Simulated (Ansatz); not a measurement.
## Ca in Ansatz: the effect of functional

The system is Ca.

```
Ca
1.0
     0.00000    2.84900    2.84900
     2.84900    0.00000    2.84900
     2.84900    2.84900    0.00000
Ca
1
Cartesian
  0.0000 0.0000 0.0000
```

The cell isn't the ideal one: volume scaled by 1.06.

Alike in all runs:

- Program: Ansatz 0.2.0
- Task: single point
- Potentials or basis: Ansatz PAW
- k mesh: 8 × 8 × 8
- Occupations: fermi-dirac, width 0.05 eV
- Spin: no spin polarisation

| functional | cutoff | pressure (GPa) |
| --- | --- | --- |
| LDA | 420 eV (not typed: the program's choice for these potentials) | ? |
| r2SCAN | 500 eV (not typed: the program's choice for these potentials) | -1.1 |
| PBE | 420 eV (not typed: the program's choice for these potentials) | -1.4 |

Task: What does the run with functional LDA give?

Result: Pressure -2.8 GPa.

Caveats: the PAW data sets come from PBE, with cores solved anew for the run's functional, which leaves a small shift of forces and pressure (some runs).
